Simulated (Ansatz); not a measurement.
The system is SiNi3.

```xyz
4
Lattice="1.2928 0.7464 7.6620 -1.2928 0.7464 7.6620 0.0000 -1.4928 7.6620" Properties=species:S:1:pos:R:3 pbc="T T T"
Ni    0.0000    0.0000    5.8553
Ni    0.0000    0.0000   11.4930
Ni    0.0000    0.0000   17.1307
Si    0.0000    0.0000    0.0000
```

The cell comes from a database or a generator and needn't be the stable form of this composition.

A run of Ansatz 0.2.0 on this cell left the log below. Logs are shortened: lines on timing, memory, paths and dates and some standing lists are left out, and cuts for length are marked.

```text
Warning: RAYON_NUM_THREADS=2 ignored (pool sized by the plan → 2); use --threads N
basis.fft_grid_basis auto: the FFT boxes are laid along the combinations [[1, 0, -1], [0, 1, -1], [0, 0, 1]] of the cell's own vectors, 2.586, 2.586 and 7.806 Å long. The dense box has 18×18×54 points. Along the cell's own vectors, as sized, it would have 54×54×54, 9.00 times as many. Of the 12 symmetry operations that the crystal satisfies within crystal.symmetry.tolerance (time reversal apart; of a slab, those that keep its plane) the dense box along the cell's own vectors carries 12, and the one as laid loses 8 of those. basis.fft_grid_basis: typed keeps the cell's own vectors: state it where this run's energies or levels are differenced outside the engine with another run's, or held beside a run that keeps those vectors.
Engine: ansatz 0.2.0, x86_64-unknown-linux-gnu
Pseudopotentials: kind: paw
Pseudopotential: Ni, paw, valence charge 18, recommended cutoff 420 eV (normal), Ni.paw.azcp
Pseudopotential: Si, paw, valence charge 4, recommended cutoff 420 eV (normal), Si.paw.azcp
Functional definition: PBEsol
  exchange = pbesol_x
  correlation = pbesol_c
Crystal: 4 atoms, lattice volume = 44.361 Å³
Basis set: ecut = 420 eV, 889 PW (Γ), FFT grids on a1−a3, a2−a3, a3, exchange–correlation on 36×36×108 points (8 copies of the dense FFT grid, shifted against one another)
Bands: 37, of which v1, the nominal top of the filled ones, is band 29 counted from 1 (28 counted from 0)
Symmetry: 12 space group operations
Space group: R-3m (ITA 166), of the structure as read, at distance tolerance 3.5e-5 Å
Magnetic group: BNS 166.97 (UNI 1327), of the structure as read, at distance tolerance 3.5e-5 Å
k-points: 189 of 1728
Non-local potential: Ni, projectors of the file, l = 0: 3, l = 1: 2, l = 2: 3, l = 3: 1
Non-local potential: Si, projectors of the file, l = 0: 2, l = 1: 2, l = 2: 2
PAW form: soft (Blöchl's): semilocal exchange-correlation on the pseudo side does not see the compensation charge
PAW frozen core: Ni, regenerated for the run's functional, and the local potential with it (the file was generated under x = pbe(κ = 0.804, μ = 0.2195149727645171), c = pbe(β = 0.06672455060314922))
PAW frozen core: Si, regenerated for the run's functional, and the local potential with it (the file was generated under x = pbe(κ = 0.804, μ = 0.2195149727645171), c = pbe(β = 0.06672455060314922))
[... 39 lines left out ...]
  E_kinetic    = 895.999308
  E_local      = -12609.120507  (includes V_loc(G=0)·N_el)
  E_nonlocal   = 1936.735259
  E_hartree    = 5425.728880
  E_xc         = -310.842666
  E_vxc        = -378.405696  (∫ρ·V_xc dr)
  E_paw        = -5286.324586  (= ΣΔE_a)
  E_vpaw       = -1577.941090  (= ΣTr[D̂ρ^β])
  E_aug_tail   = 0.001434  (compensation charges beyond the density's cutoff)
  E_ewald      = -8089.981441
  E_core_change = 0.623427  (= ΣΔE_core)
  E_smearing   = -0.035075  (= −TS)
  E_closure    = -0.000000  (closes the sum)
  Σ components = -18037.215968   (vs F -18037.215968, Δ=0.00e0)
--- Forces (eV/Å), atoms counted from 1 ---
  atom   1  Ni     0.00000000    -0.00000000     0.05903045
  atom   2  Ni     0.00000000     0.00000000     0.00000000
  atom   3  Ni     0.00000000     0.00000000    -0.05903045
  atom   4  Si     0.00000000     0.00000000     0.00000000
  max |Σ_I F_I| component: 6.94e-18 eV/Å
--- Stress (GPa, compression-positive) ---
       -5.828967       0.000000       0.000000
        0.000000      -5.828967       0.000000
        0.000000       0.000000      -7.095434
  P = ⅓ Tr σ = -6.2511 GPa (-62.511 kbar)
--- Band table (eV; the first three rows and the last of 378) ---
  k-point 0 ↑: bands = ["-86.2326", "-86.2319", "-86.0649", "-47.0102", "-47.0019", "-46.6114", "-46.6114", "-46.6079", "-46.6079", "-46.5722", "-46.5722", "-46.5155", "2.9492", "8.5998", "9.3145", "12.3383", "13.8689", "14.7085", "14.7085", "14.7273", "14.7686", "14.7686", "14.8279", "14.8279", "15.4776", "15.4776", "15.4870", "15.5701", "15.5701", "16.1926", "16.1926", "20.7169", "28.7452", "28.7452", "28.7974", "29.6882", "29.6882"]
  k-point 1 ↑: bands = ["-86.2317", "-86.2310", "-86.0641", "-47.0087", "-47.0011", "-46.6190", "-46.6165", "-46.6136", "-46.6098", "-46.5795", "-46.5737", "-46.5142", "3.1454", "8.7901", "9.5348", "12.4728", "13.8687", "14.5512", "14.6280", "14.6670", "14.7687", "14.8360", "14.8780", "14.9162", "14.9892", "15.4060", "15.4318", "15.6088", "15.6961", "16.1990", "16.8649", "20.8118", "26.3331", "27.3826", "28.7557", "30.2903", "31.2707"]
  k-point 2 ↑: bands = ["-86.2291", "-86.2286", "-86.0617", "-47.0047", "-46.9990", "-46.6407", "-46.6379", "-46.6195", "-46.6150", "-46.5993", "-46.5780", "-46.5112", "3.7293", "9.3509", "10.1588", "12.8274", "13.8226", "14.1375", "14.2604", "14.4747", "14.7516", "14.8490", "14.9631", "15.0664", "15.1415", "15.2888", "15.3251", "15.6804", "15.8627", "16.2115", "17.9122", "21.1052", "23.2664", "25.9591", "28.0638", "30.0000", "30.5852"]
  k-point 188 ↓: bands = ["-86.1424", "-86.1422", "-85.6237", "-46.9011", "-46.8942", "-46.5308", "-46.5308", "-46.5305", "-46.5305", "-46.1632", "-46.1065", "-46.1065", "2.9643", "7.8894", "11.0594", "11.5481", "13.8344", "14.7772", "14.7772", "14.8599", "14.9083", "14.9083", "15.0225", "15.0704", "15.0704", "15.4867", "15.4867", "15.8271", "15.8271", "16.4663", "16.4663", "23.0487", "25.2624", "28.7513", "28.7513", "29.6825", "29.6825"]
```

Problem. What input gives this log?

Solution. Single point with PBEsol, collinear spin, ferromagnetic start. The files as run (others can give the same):

input.yaml
```yaml
crystal:
  lattice:
    - [1.2928041287, 0.7464008117, 7.661989331]
    - [-1.2928041287, 0.7464008117, 7.661989331]
    - [0.0, -1.4928016234, 7.661989331]
  atoms:
    - { symbol: Ni, position: [0.254733, 0.254733, 0.254733], spin: 1.0 }
    - { symbol: Ni, position: [0.5, 0.5, 0.5], spin: 1.0 }
    - { symbol: Ni, position: [0.745267, 0.745267, 0.745267], spin: 1.0 }
    - { symbol: Si, position: [0.0, 0.0, 0.0] }
hamiltonian:
  xc: pbesol
  pseudopotentials: { kind: paw }
magnetization:
  spin_polarized: true
kpoints:
  mp_grid: { grid: [12, 12, 12] }
scf:
  occupations: { method: fermi_dirac, width: 0.05 }
output:
  forces: true
  stress: true
  eigenvalues: true
```

Potentials or basis: Ansatz PAW.
Launch:
```console
$ ansatz run input.yaml --threads 2 --pin off --max-ram 5632MiB --backend cpu --events-out ev --progress --plain --runs-dir out
```

Caveat: the PAW data sets come from PBE, with cores solved anew for the run's functional, which leaves a small shift of forces and pressure.
